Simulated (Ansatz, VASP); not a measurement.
**VSe2 in two plane-wave programs**

One calculation is typed for both programs; each brings its own data sets and cutoff. How far apart do they land?

Program: Ansatz 0.2.0. Level of theory: plane waves, with VASP 6.6.1 beside it; single point at LDA, DFT+U. Results are calculated unless marked as measured.

The database entry behind the starting cell differs from later determinations by our own check (c about 0.5 % long), so it need not match the best structure at ambient conditions.

### 1. The structure

It takes space group P-3m1 (No. 164, trigonal). Conventional cell: a = 3.355 Å, b = 3.355 Å, c = 6.134 Å, α = 90.00°, β = 90.00°, γ = 120.00°. Nearest to V lie 6 Se at 2.47 Å. Se has 3 V at 2.47 Å nearest. Farther neighbours and most contacts between anions are not listed.

As a file:

```cif
data_structure
_symmetry_space_group_name_H-M 'P-3m1'
_symmetry_Int_Tables_number 164
_cell_length_a 3.3550
_cell_length_b 3.3550
_cell_length_c 6.1340
_cell_angle_alpha 90.000
_cell_angle_beta 90.000
_cell_angle_gamma 120.000
_cell_volume 59.79
loop_
_atom_site_label
_atom_site_type_symbol
_atom_site_symmetry_multiplicity
_atom_site_Wyckoff_symbol
_atom_site_fract_x
_atom_site_fract_y
_atom_site_fract_z
_atom_site_occupancy
V1 V 1 a 0.00000 0.00000 0.00000 1
Se1 Se 2 d 0.33333 0.66667 0.25000 1
```

### 2. VASP: single point, LDA, DFT+U

A single point gives forces, pressure and levels at one fixed geometry, so differences don't come from the geometry; what else differs is listed under the comparison.

Lines of VASP's logs that name or quote its potential files are left out, and so is its time.

INCAR

```
SYSTEM = VSe2
PREC = Accurate
ENCUT = 400
EDIFF = 1E-06
NELM = 100
ISMEAR = -1
SIGMA = 0.05
LREAL = .FALSE.
ALGO = Normal
GGA = CA
NBANDS = 34
ISPIN = 2
MAGMOM = 2 -2 0 0 0 0
LDAU = .TRUE.
LDAUTYPE = 2
LDAUL = 2 -1
LDAUU = 4 0
LDAUJ = 0 0
LDAUPRINT = 1
LASPH = .TRUE.
LMAXMIX = 4
LORBIT = 11
LWAVE = .FALSE.
LCHARG = .FALSE.
KPAR = 8
ISIF = 2
```

POSCAR

```
VSe2
1.0
    3.3550000000      0.0000000000      0.0000000000
   -1.6775000000      2.9055152297      0.0000000000
    0.0000000000      0.0000000000     12.2680000000
V Se
2 4
Direct
    0.0000000000      0.0000000000      0.0000000000
    0.0000000000      0.0000000000      0.5000000000
    0.3333333333      0.6666666667      0.1250000000
    0.3333333333      0.6666666667      0.6250000000
    0.6666666667      0.3333333333      0.3750000000
    0.6666666667      0.3333333333      0.8750000000
```

KPOINTS

```
Automatic mesh
0
Gamma
8 8 2
0 0 0
```

Potentials, in the order of the species: V_sv and Se (PBE family, release 64).

Started as:

```
$ mpirun -np 8 vasp_std
```

Numbers of over 12 decimals in the logs are rounded to 6 here.

The log of the run:

```text
[banner, memory and clock lines left out]
running    8 mpi-ranks, on    1 nodes
 distrk:  each k-point on    1 cores,    8 groups
 distr:  one band on    1 cores,    1 groups

 POSCAR found type information on POSCAR V Se
 POSCAR found :  2 types and       6 ions
|                                                                             |
|           W    W    AA    RRRRR   N    N  II  N    N   GGGG   !!!           |
|           W    W   A  A   R    R  NN   N  II  NN   N  G    G  !!!           |
|           W    W  A    A  R    R  N N  N  II  N N  N  G       !!!           |
|           W WW W  AAAAAA  RRRRR   N  N N  II  N  N N  G  GGG   !            |
|           WW  WW  A    A  R   R   N   NN  II  N   NN  G    G                |
|           W    W  A    A  R    R  N    N  II  N    N   GGGG   !!!           |
|                                                                             |
|     For optimal performance we recommend to set                             |
|       NCORE = 2 up to number-of-cores-per-socket                            |
|     NCORE specifies how many cores store one orbital (NPAR=cpu/NCORE).      |
|     This setting can greatly improve the performance of VASP for DFT.       |
|     The default, NCORE=1 might be grossly inefficient on modern             |
|     multi-core architectures or massively parallel machines. Do your        |
|     Unfortunately you need to use the default for GW and RPA                |
|     calculations (for HF NCORE is supported but not extensively tested      |
|     yet).                                                                   |
|                                                                             |

|                                                                             |
|               ----> ADVICE to this user running VASP <----                  |
|                                                                             |
|     You enforced a specific xc type in the INCAR file but a different       |
|     [... a line on the potential file left out ...]
|     I HOPE YOU KNOW WHAT YOU ARE DOING!                                     |
|                                                                             |

 LDA part: xc-table for (Slater(with rela. corr.)+CA(PZ))
 , standard interpolation
 POSCAR, INCAR and KPOINTS ok, starting setup
 FFT: planning ... GRIDC
 FFT: planning ... GRID_SOFT
 FFT: planning ... GRID
 WAVECAR not read
 entering main loop
       N       E                     dE             d eps       ncg     rms          rms(c)
DAV:   1     0.432812847189E+03    0.43281E+03   -0.22045E+04  3112   0.116E+03
DAV:   2    -0.426222974412E+01   -0.43708E+03   -0.41874E+03  3066   0.354E+02
DAV:   3    -0.385243203198E+02   -0.34262E+02   -0.33179E+02  3398   0.907E+01
DAV:   4    -0.393931612652E+02   -0.86884E+00   -0.86617E+00  3218   0.134E+01
DAV:   5    -0.394026444923E+02   -0.94832E-02   -0.94802E-02  3228   0.160E+00    0.314E+01
DAV:   6    -0.423180316244E+02   -0.29154E+01   -0.54988E+01  3262   0.620E+01    0.348E+01
DAV:   7    -0.353554491543E+02    0.69626E+01   -0.80009E+01  3206   0.738E+01    0.154E+01
DAV:   8    -0.335048065090E+02    0.18506E+01   -0.80800E+00  2824   0.158E+01    0.771E+00
DAV:   9    -0.330787346400E+02    0.42607E+00   -0.13694E+00  3106   0.756E+00    0.227E+00
DAV:  10    -0.331258546299E+02   -0.47120E-01   -0.38294E-01  2992   0.314E+00    0.131E+00
DAV:  11    -0.331523316558E+02   -0.26477E-01   -0.82400E-02  3044   0.175E+00    0.833E-01
DAV:  12    -0.331738219050E+02   -0.21490E-01   -0.30234E-02  2828   0.100E+00    0.499E-01
DAV:  13    -0.331849915486E+02   -0.11170E-01   -0.21038E-02  2812   0.657E-01    0.357E-01
DAV:  14    -0.331882650245E+02   -0.32735E-02   -0.73408E-03  2930   0.400E-01    0.206E-01
DAV:  15    -0.331890312841E+02   -0.76626E-03   -0.26872E-03  3068   0.295E-01    0.846E-02
DAV:  16    -0.331892405336E+02   -0.20925E-03   -0.53906E-04  2868   0.144E-01    0.671E-02
DAV:  17    -0.331892326156E+02    0.79180E-05   -0.21891E-04  3090   0.111E-01    0.337E-02
DAV:  18    -0.331892470526E+02   -0.14437E-04   -0.50299E-05  3128   0.380E-02    0.180E-02
DAV:  19    -0.331892487171E+02   -0.16645E-05   -0.22914E-05  2880   0.251E-02    0.689E-03
DAV:  20    -0.331892490195E+02   -0.30233E-06   -0.15398E-06  1936   0.664E-03
   1 F= -.33189249E+02 E0= -.33184415E+02  d E =-.966838E-02  mag=     0.0000
```

Parts of OUTCAR (step 2):

```text
ion  position               nearest neighbor table
   1  0.000  0.000  0.000-   3 2.47   6 2.47   6 2.47   3 2.47   6 2.47   3 2.47
   2  0.000  0.000  0.500-   4 2.47   5 2.47   5 2.47   4 2.47   5 2.47   4 2.47
   3  0.333  0.667  0.125-   1 2.47   1 2.47   1 2.47
   4  0.333  0.667  0.625-   2 2.47   2 2.47   2 2.47
   5  0.667  0.333  0.375-   2 2.47   2 2.47   2 2.47
   6  0.667  0.333  0.875-   1 2.47   1 2.47   1 2.47

  LATTYP: Found a hexagonal cell.
 ALAT       =     3.3550000000
 C/A-ratio  =     3.6566318927

 Subroutine GETGRP returns: Found 12 space group operations
 (whereof 12 operations were pure point group operations)

The static configuration has the point symmetry D_3d.

 Found     20 irreducible k-points:

   k-points           NKPTS =     20   k-points in BZ     NKDIM =     20   number of bands    NBANDS=     34

   dimension x,y,z NGX =    24 NGY =   24 NGZ =   80
   dimension x,y,z NGXF=    48 NGYF=   48 NGZF=  160

   ENCUT  =  400.0 eV  29.40 Ry    5.42 a.u.   5.47  5.47 20.01*2*pi/ulx,y,z

   NELECT =      50.0000    total number of electrons

 k-points in reciprocal lattice and weights: Automatic mesh
   0.00000000  0.00000000  0.00000000       0.008
   0.12500000  0.00000000  0.00000000       0.047
   0.25000000  0.00000000  0.00000000       0.047
   0.37500000 -0.00000000  0.00000000       0.047
   0.50000000  0.00000000  0.00000000       0.023
   0.12500000  0.12500000  0.00000000       0.047
   0.25000000  0.12500000  0.00000000       0.094
   0.37500000  0.12500000  0.00000000       0.094
   0.25000000  0.25000000  0.00000000       0.047
[...]
0.25000000  0.25000000  0.50000000       0.047
   0.37500000  0.25000000  0.50000000       0.047

atom =   1  type =  1  l = 2

 onsite density matrix

spin component  1

  0.2652  0.0000  0.0000 -0.0548 -0.0000
  0.0000  0.3948 -0.0000 -0.0000 -0.0548
  0.0000 -0.0000  0.8065  0.0000  0.0000
 -0.0548 -0.0000  0.0000  0.3948  0.0000
 -0.0000 -0.0548  0.0000  0.0000  0.2652

spin component  2

  0.1703  0.0000  0.0000 -0.0942 -0.0000
  0.0000  0.2360 -0.0000 -0.0000 -0.0942
  0.0000 -0.0000  0.0637 -0.0000  0.0000
 -0.0942 -0.0000 -0.0000  0.2360  0.0000
 -0.0000 -0.0942  0.0000  0.0000  0.1703

 occupancies and eigenvectors

  o =  0.0637  v =  0.0000  0.0000  0.0000  0.0000  0.0000  0.0000 -0.0000  1.0000  0.0000 -0.0000      0.0000  0.0000  0.0000  0.0000  0.0000  0.0000  0.0000  0.0000  0.0000  0.0000
  o =  0.1034  v =  0.0000  0.0000  0.0000  0.0000  0.0000 -0.8152  0.0002  0.0000 -0.5791  0.0003      0.0000  0.0000  0.0000  0.0000  0.0000  0.0000  0.0000  0.0000  0.0000  0.0000
  o =  0.1034  v =  0.0000  0.0000  0.0000  0.0000  0.0000  0.0003  0.5791  0.0000  0.0002  0.8152      0.0000  0.0000  0.0000  0.0000  0.0000  0.0000  0.0000  0.0000  0.0000  0.0000
  o =  0.2451  v =  0.9391 -0.0000  0.0000  0.3437 -0.0000  0.0000  0.0000  0.0000  0.0000  0.0000      0.0000  0.0000  0.0000  0.0000  0.0000  0.0000  0.0000  0.0000  0.0000  0.0000
  o =  0.2451  v = -0.0000 -0.3437  0.0000 -0.0000 -0.9391  0.0000  0.0000  0.0000  0.0000  0.0000      0.0000  0.0000  0.0000  0.0000  0.0000  0.0000  0.0000  0.0000  0.0000  0.0000
  o =  0.3030  v =  0.0000  0.0000  0.0000  0.0000  0.0000 -0.5791 -0.0000 -0.0000  0.8152  0.0000      0.0000  0.0000  0.0000  0.0000  0.0000  0.0000  0.0000  0.0000  0.0000  0.0000
  o =  0.3030  v =  0.0000  0.0000  0.0000  0.0000  0.0000 -0.0000  0.8152 -0.0000  0.0000 -0.5791      0.0000  0.0000  0.0000  0.0000  0.0000  0.0000  0.0000  0.0000  0.0000  0.0000
  o =  0.4148  v = -0.3437 -0.0000 -0.0000  0.9391  0.0000  0.0000  0.0000  0.0000  0.0000  0.0000      0.0000  0.0000  0.0000  0.0000  0.0000  0.0000  0.0000  0.0000  0.0000  0.0000
  o =  0.4148  v =  0.0000 -0.9391 -0.0000 -0.0000  0.3437  0.0000  0.0000  0.0000  0.0000  0.0000      0.0000  0.0000  0.0000  0.0000  0.0000  0.0000  0.0000  0.0000  0.0000  0.0000
  o =  0.8065  v =  0.0000 -0.0000  1.0000  0.0000  0.0000  0.0000  0.0000  0.0000  0.0000  0.0000      0.0000  0.0000  0.0000  0.0000  0.0000  0.0000  0.0000  0.0000  0.0000  0.0000

atom =   2  type =  1  l = 2

 onsite density matrix

spin component  1

spin component  2

  0.2652  0.0000  0.0000 -0.0548 -0.0000
  0.0000  0.3948 -0.0000 -0.0000 -0.0548
  0.0000 -0.0000  0.8065 -0.0000  0.0000
 -0.0548 -0.0000 -0.0000  0.3948  0.0000
[...]
o =  0.1034  v = -0.8152  0.0001  0.0000 -0.5791  0.0001  0.0000  0.0000  0.0000  0.0000  0.0000      0.0000  0.0000  0.0000  0.0000  0.0000  0.0000  0.0000  0.0000  0.0000  0.0000
  o =  0.1034  v =  0.0001  0.5791  0.0000  0.0001  0.8152  0.0000  0.0000  0.0000  0.0000  0.0000      0.0000  0.0000  0.0000  0.0000  0.0000  0.0000  0.0000  0.0000  0.0000  0.0000
  o =  0.2451  v =  0.0000  0.0000  0.0000  0.0000  0.0000 -0.9391  0.0000  0.0000 -0.3437 -0.0000      0.0000  0.0000  0.0000  0.0000  0.0000  0.0000  0.0000  0.0000  0.0000  0.0000
  o =  0.2451  v =  0.0000  0.0000  0.0000  0.0000  0.0000  0.0000  0.3437 -0.0000 -0.0000  0.9391      0.0000  0.0000  0.0000  0.0000  0.0000  0.0000  0.0000  0.0000  0.0000  0.0000
  o =  0.3030  v = -0.5791 -0.0000 -0.0000  0.8152  0.0000  0.0000  0.0000  0.0000  0.0000  0.0000      0.0000  0.0000  0.0000  0.0000  0.0000  0.0000  0.0000  0.0000  0.0000  0.0000
  o =  0.3030  v = -0.0000  0.8152 -0.0000  0.0000 -0.5791  0.0000  0.0000  0.0000  0.0000  0.0000      0.0000  0.0000  0.0000  0.0000  0.0000  0.0000  0.0000  0.0000  0.0000  0.0000
  o =  0.4148  v =  0.0000  0.0000  0.0000  0.0000  0.0000 -0.3437 -0.0000 -0.0000  0.9391  0.0000      0.0000  0.0000  0.0000  0.0000  0.0000  0.0000  0.0000  0.0000  0.0000  0.0000
  o =  0.4148  v =  0.0000  0.0000  0.0000  0.0000  0.0000  0.0000  0.9391  0.0000  0.0000 -0.3437      0.0000  0.0000  0.0000  0.0000  0.0000  0.0000  0.0000  0.0000  0.0000  0.0000
  o =  0.8065  v =  0.0000  0.0000  0.0000  0.0000  0.0000  0.0000 -0.0000  1.0000  0.0000  0.0000      0.0000  0.0000  0.0000  0.0000  0.0000  0.0000  0.0000  0.0000  0.0000  0.0000

 average (electrostatic) potential at core
       1 -75.6558       2 -75.6558       3 -52.6138       4 -52.6138       5 -52.6138
       6 -52.6138

 E-fermi :   5.4035

 spin component 1
 k-point     1 :       0.0000    0.0000    0.0000
  band No.  band energies     occupation
    ...
     19       3.1031      1.00000
     20       3.8598      1.00000
     21       4.8672      0.99998
     22       4.8672      0.99998
     23       4.9363      0.99991
     24       5.9045      0.00004
     25       5.9045      0.00004
     26       6.0911      0.00000
     27       6.0911      0.00000
     28       6.3045      0.00000
    ...

 k-point     2 :       0.1250    0.0000    0.0000
  band No.  band energies     occupation
    ...
     21       4.2867      1.00000
     22       4.3967      1.00000
     23       4.5021      1.00000
     24       5.0181      0.99955
     25       5.1836      0.98783
     26       5.7663      0.00070
     27       6.2519      0.00000
     28       6.4445      0.00000
     29       6.9251      0.00000
     30       7.4954      0.00000
    ...

 k-point     3 :       0.2500    0.0000    0.0000
  band No.  band energies     occupation
    ...
     21       3.3951      1.00000
     22       4.0079      1.00000
     23       4.0969      1.00000
     24       4.3026      1.00000
     25       4.4797      1.00000
     26       5.5881      0.02432
     27       6.0882      0.00000
     28       6.2232      0.00000
     29       7.0074      0.00000
     30       7.1552      0.00000
    ...

 k-point     4 :       0.3750   -0.0000    0.0000
  band No.  band energies     occupation
    ...
     21       3.0813      1.00000
     22       3.2458      1.00000
     23       3.8993      1.00000
     24       3.9928      1.00000
     25       4.2241      1.00000
     26       5.4431      0.31152
     27       5.8152      0.00027
     28       5.9135      0.00004
     29       7.0592      0.00000
     30       7.5268      0.00000
    ...

 k-point     5 :       0.5000    0.0000    0.0000
  band No.  band energies     occupation
    ...
     21       2.9283      1.00000
     22       3.5463      1.00000
     23       3.6085      1.00000
     24       3.9512      1.00000
     25       4.2580      1.00000
     26       5.4391      0.32895
     27       5.7074      0.00228
     28       5.7522      0.00093
     29       7.0178      0.00000
     30       7.8326      0.00000
    ...

 k-point     6 :       0.1250    0.1250    0.0000
  band No.  band energies     occupation
    ...
     21       3.3778      1.00000
     22       3.6704      1.00000
     23       4.1106      1.00000
     24       4.3132      1.00000
     25       4.7406      1.00000
     26       5.7621      0.00077
     27       6.1489      0.00000
     28       6.5613      0.00000
     29       6.8489      0.00000
     30       7.4697      0.00000
    ...

  Total        1.9601111      1.9601111      0.1134403     -0.0000000      0.0000000      0.0000000
  in kB       26.2604288     26.2604288      1.5198066     -0.0000000      0.0000000      0.0000000
  external PRESSURE =      18.0135547 kB  Pullay stress =       0.0000000 kB

  energy-cutoff  :      400.00
  volume of cell :      119.59
      direct lattice vectors                 reciprocal lattice vectors
     3.355000000  0.000000000  0.000000000     0.298062593  0.172086518  0.000000000
    -1.677500000  2.905515230  0.000000000     0.000000000  0.344173037  0.000000000
     0.000000000  0.000000000 12.268000000     0.000000000  0.000000000  0.081512879

 POSITION                                       TOTAL-FORCE (eV/Angst)
 -----------------------------------------------------------------------------------
      0.00000      0.00000      0.00000         0.000000      0.000000     -0.000000
      0.00000      0.00000      6.13400         0.000000      0.000000     -0.000000
     -0.00000      1.93701      1.53350         0.000000     -0.000000      0.159360
     -0.00000      1.93701      7.66750         0.000000     -0.000000      0.159360
      1.67750      0.96851      4.60050        -0.000000      0.000000     -0.159360
      1.67750      0.96851     10.73450        -0.000000      0.000000     -0.159360
 -----------------------------------------------------------------------------------
    total drift:                               -0.000000      0.000000      0.000000

  FREE ENERGIE OF THE ION-ELECTRON SYSTEM (eV)
  ---------------------------------------------------
  free  energy   TOTEN  =       -33.1892490195 eV

  energy  without entropy=      -33.1795806432  energy(sigma->0) =      -33.18441483

 total charge
# of ion       s       p       d       tot
------------------------------------------
    1        2.260   6.241   2.975  11.476
    2        2.260   6.241   2.975  11.476
    3        1.483   2.348   0.048   3.878
    4        1.483   2.348   0.048   3.878
    5        1.483   2.348   0.048   3.878
    6        1.483   2.348   0.048   3.878
--------------------------------------------------
tot         10.453  21.872   6.141  38.465

 magnetization (x)
# of ion       s       p       d       tot
------------------------------------------
    1        0.014   0.005   1.245   1.264
    2       -0.014  -0.005  -1.245  -1.264
    3       -0.002  -0.111   0.005  -0.108
    4        0.002   0.111  -0.005   0.108
    5        0.002   0.111  -0.005   0.108
    6       -0.002  -0.111   0.005  -0.108
--------------------------------------------------
tot          0.000  -0.000   0.000   0.000

[... 1 further part left out ...]
```

The run ends at a pressure of 1.80 GPa, with forces up to 0.16 eV/Å.

(Part 1 of 2 ends here.)

[Lines on the potential files, build, host, timing and source positions are cut from VASP's logs without a mark.]

[Logs are printed without paths, hosts, clocks, repeated set-up lines and the standing remarks that a program may print on its own settings, such as how far it seeks lower states.]

[Hosts, paths, dates, database ids (printed as entryN), source tags and the programs' standing remarks are cut or masked in the printed files.]
